## Question

A process engineer grows gallium nitride for light emitters. She wants to compute its band gap well enough to place the emission wavelength to within 10 nm, and has ten calculations on one and the same unrelaxed cell.

Kohn-Sham band gaps of GaN (space group P6_3mc, 4 atoms, a = 3.18 Å, c = 5.166 Å) in one unrelaxed cell, taken between the highest filled and lowest empty levels on the k-mesh. The measured direct gap is 3.42 eV (photoluminescence of a film at 300 K, arXiv:2103.07021); published values range from 3.37 to 3.51 eV.

```tsv
program	functional	how the value is got	potentials or basis	wave cutoff (eV)	k-mesh	computed band gap (eV)	computed less measured (eV)
ABINIT 10.8.3 (1)	PBEsol	Kohn-Sham, on the mesh	JTH PAW PBE v2.0	680	8x8x4	1.905	-1.51
ABINIT 10.8.3 (2)	PBEsol	Kohn-Sham, on the mesh	PseudoDojo NC SR PBEsol v0.4.1 standard	980	8x8x4	1.948	-1.47
SIESTA 5.4.2	PBE with spin-orbit coupling	Kohn-Sham, on the mesh	PseudoDojo 0.4 standard NC	n/a	8x8x4	1.986	-1.43
Quantum ESPRESSO 7.5 (1)	PBE	Kohn-Sham, on the mesh	SSSP 1.3 efficiency PBE	952	10x10x5	1.995	-1.42
ABACUS 3.10.1	PBE	Kohn-Sham, on the mesh	PseudoDojo NC SR 0.4.1 PBE standard	1143	10x10x5	2.007	-1.41
ABINIT 10.8.3 (3)	PBE	Kohn-Sham, on the mesh	PseudoDojo NC SR PBE v0.4.1 standard	980	8x8x4	2.007	-1.41
JDFTx 1.7.0 (patched build)	PBE	Kohn-Sham, on the mesh	PseudoDojo SR PBE 0.5 standard	1143	10x10x5	2.007	-1.41
ABINIT 10.8.3 (4)	LDA	Kohn-Sham, on the mesh	PseudoDojo NC SR LDA v0.4.1 standard	980	8x8x4	2.010	-1.41
Quantum ESPRESSO 7.5 (2)	PBE	Kohn-Sham, on the mesh	SG15 PBE 1.2	952	6x6x4	2.025	-1.40
GPAW 26.7.0	LDA	Kohn-Sham, on the mesh	GPAW PAW data sets (gpaw data 1.2.1)	600	8x8x4	2.082	-1.34
```

(a) How accurate must the gap be, in eV, and does any row reach that?

(b) Is the error due to the program, the mesh and cutoff, or the functional? Explain its physical cause.

(c) A colleague recommends the GPAW run because it lies closest to the measured gap. Judge this advice.

(d) LDA and PBE give almost the same gap here. The same runs report that the cell is under a pressure of about +7.5 GPa in PBE (ABACUS) and −6.9 GPa in LDA (ABINIT), where a positive sign means that the cell wants to expand. The gap of GaN grows by roughly 0.04 eV per GPa of compression (a rough recalled value). Estimate what happens to the two gaps if each functional is allowed to relax the cell.

(e) Where should the computing effort go?

## Model answer

**(a)** A photon of energy $E$ has the wavelength $\lambda \approx 1240\ \text{eV nm}/E$, so the measured gap of 3.42 eV corresponds to 363 nm, in the near ultraviolet. A small change in wavelength $\Delta\lambda$ then corresponds to an energy

$$\Delta E \approx E\,\frac{\Delta\lambda}{\lambda} = 3.42\ \text{eV}\times\frac{10}{363} \approx 0.09\ \text{eV}.$$

The purpose therefore asks for about 0.1 eV. Published measurements themselves scatter over 0.14 eV, so a much stricter demand would make little sense.

No row comes near this. Every computed gap is too small, by 1.3 to 1.5 eV. The ABINIT gap in PBE would put the emission at 618 nm, which is orange light. What the calculations do get right is the kind of material: in each of them GaN is a semiconductor with a direct gap, and for that purpose any row would serve.

**(b)** The table allows the settings to be separated from the functional. ABACUS, ABINIT (3) and JDFTx all use PBE with potentials of the same family, but they are three different programs, with two cutoffs and two meshes among them. They give the same gap to the last printed digit. All six PBE rows, with their various potentials and basis sets, lie within 0.04 eV of each other. Neither the program nor the numerical settings can account for an error more than thirty times as large.

The conditions of the measurement do not help either. Thermal motion at 300 K and the zero-point motion of the atoms both lower the measured gap, together by roughly 0.2 eV (a rough recalled size). The binding between electron and hole can lower a luminescence peak by a few hundredths of an eV more. A calculation with the atoms at rest should therefore lie above the measured value, and the true shortfall is somewhat larger than the table shows. Spin-orbit coupling, absent from all rows but one, is expected to matter little here, because the top of the valence band consists mainly of states of the light nitrogen atom. The SIESTA row that includes it lies only 0.02 eV below the three PBE runs just named, and its smaller basis may be responsible for part of that.

The rows also share one cell, but the estimate in (d) suggests that a plausible change of cell moves the gap by only a few tenths of an eV. What remains is the approximation that all ten rows have in common. LDA, PBE and PBEsol are semilocal: they build the exchange-correlation energy at each point from the density, and at most its gradient, at that point. Theory gives two connected reasons why this makes gaps too small.

The first concerns what a gap is. The true gap is the energy needed to take an electron out of the crystal, less the energy gained by adding one. The difference between the highest filled and the lowest empty Kohn-Sham level misses part of this, because the exact potential jumps by a constant when an electron is added across the gap. A semilocal functional has no such jump.

The second concerns the electron's repulsion from itself. In the exact theory this spurious term is cancelled by exchange, but semilocal exchange cancels it only in part. The remainder pushes up compact, filled states most, and the top of the valence band in GaN consists mainly of compact nitrogen 2p states. The bottom of the conduction band, made of spread-out s states of gallium and nitrogen, is affected less. The valence band thus lies too close to the conduction band.

Both arguments apply to LDA and to PBE alike, which fits the difference of only a few meV between them in ABINIT. PBEsol, with its own matched potentials, comes out 0.06 eV below PBE. The data give no reason for that step, and part of it may come from the potentials, which change along with the functional. The lowest row, ABINIT (1), combines PBEsol with data sets made for PBE and lies a further 0.04 eV down, so it does not show the effect of the functional alone.

**(c)** The advice is poor, because the GPAW run is closer for a doubtful reason. Its gap exceeds that of ABINIT in the same functional, LDA, by 0.07 eV. The two runs do not treat the same electrons: GPAW has 16 in the cell and ABINIT 36. The missing twenty are the gallium 3d electrons, ten per atom, which GPAW keeps frozen in the core.

These electrons matter because the filled 3d level, though well below the nitrogen 2p band and close to the nitrogen 2s states, is still shallow enough to mix with the 2p states. Where the two mix, they repel each other in energy: the 3d states are pushed down and the top of the valence band is pushed up. Freezing the 3d shell removes this push, the valence band sinks, and the gap opens. This is the likely main cause of the difference, though a GPAW run with the 3d electrons set free would be needed to prove it.

The colleague has thus chosen a run in which a real effect is missing and the omission happens to offset a little of a much larger error. With a better functional the same omission would remain. Its size may change, because semilocal functionals are known to place the 3d level too high and so to exaggerate the push, but it could still use up much of the engineer's tolerance. The same question should be asked of any compound whose metal has a filled d shell close below the valence band.

**(d)** The near-equality of LDA and PBE holds only because both were given the same cell. The bottom of the conduction band is antibonding between gallium and nitrogen, so shorter bonds raise it and longer bonds lower it. If $P$ is the pressure on the fixed cell and $a$ the pressure coefficient of the gap, relaxing to zero pressure changes the gap by

$$\Delta E_\text{relax} \approx -a\,P.$$

For PBE this gives $-0.04 \times 7.5 \approx -0.3$ eV: the cell expands and the gap shrinks.

The LDA pressure needs a correction first, because it was computed at a lower cutoff. The stress is evaluated with a fixed set of plane waves that is stretched along with the cell. Stretching makes the set coarser and raises the energy artificially, so the pressure comes out too low. In PBE the higher cutoff of ABACUS gives 2.1 GPa more than ABINIT. Borrowing this correction for LDA gives $-6.9 + 2.1 = -4.8$ GPa, and hence a change of $+0.04 \times 4.8 \approx +0.2$ eV.

Two functionals that agree to a few meV on a common cell would thus differ by several tenths of an eV once each had chosen its own. No relaxed run is available to test this, so only the signs and the order of magnitude should be trusted. They suggest that the choice of cell matters more than the choice among these functionals.

**(e)** The steps can be ranked against the tolerance of 0.1 eV. The semilocal approximation costs about 1.4 eV, the cell a few tenths, and the potentials up to 0.07 eV. Mesh and cutoff, in the range covered by the three matching PBE runs of (b), cost nothing that can be seen in the gap. Effort should follow this order.

The first expense is therefore a better level of theory. A hybrid functional replaces part of the semilocal exchange by exact exchange, which removes part of the self-repulsion; the GW method computes the energies of adding and removing an electron with a screened interaction. Both are known to bring the gaps of such semiconductors much closer to experiment, but no row here shows how close they would come for GaN.

The price can be judged by counting operations. A semilocal potential acts on a band by a simple multiplication on a grid. Exact exchange must pair that band with every occupied band at every mesh point, which for the 8x8x4 mesh means $18 \times 256 = 4608$ pairs. Programs reduce this greatly, for instance with a coarser mesh for the exchange part, but a hybrid typically remains dearer by a factor of ten or more, and GW is usually dearer still.

The second expense, a good cell, is cheap. LDA, PBE and PBEsol cost practically the same, so the one that gives the best bond lengths can be used to relax the cell, or a measured cell can be taken. PBEsol puts the present cell under a pressure of only about −0.9 GPa, or about +1.2 GPa with the cutoff correction borrowed in (d). Either way this is much closer to balance than PBE or LDA. It speaks for PBEsol only if the present cell, which comes from a database, is close to the measured one, so its edges should first be compared with measured values.

In semilocal runs made for the gap alone, savings can come from the mesh and the cutoff. The ABACUS run handles about 2.5 times as many combinations of plane waves and mesh points as ABINIT (3), before symmetry is used, and returns the same gap. This does not carry over to a hybrid or GW run, where the mesh also enters the exchange or screening sums and must be tested anew. The 3d electrons are the wrong place to save: freezing them cuts the occupied bands from 18 to 8, but may cost much of the tolerance. GW usually needs even the gallium 3s and 3p electrons, which occupy the same region as the 3d shell and interact strongly with it.

## Remarks on the reasoning

The most tempting mistake in (b) is to read the agreement of three programs as a sign of accuracy. It shows that they solve the same equations correctly. Whether those equations describe the gap of GaN is a separate question, which only the comparison with experiment can answer.

A good answer to (e) also notices that "converged" depends on the quantity. The total energies of the PBE runs of ABINIT and ABACUS differ by only 0.045 eV, spread over 36 electrons, so the two levels that make the gap are expected to move very little. The error of the pressure depends instead on how fast this small energy error changes with the volume, and the pressures of the same two runs differ by 2.1 GPa. A cutoff that is ample for the gap can therefore still spoil a relaxation.

For the engineer this becomes a working rule. Relax the cell with a cheap functional at a high cutoff, or take a measured one; keep the gallium 3d electrons in the valence; then spend the remaining budget on a hybrid or GW calculation, with a mesh tested for that method. Judge its result against a target somewhat above 3.42 eV, since the computed atoms stand still and the measured ones do not.
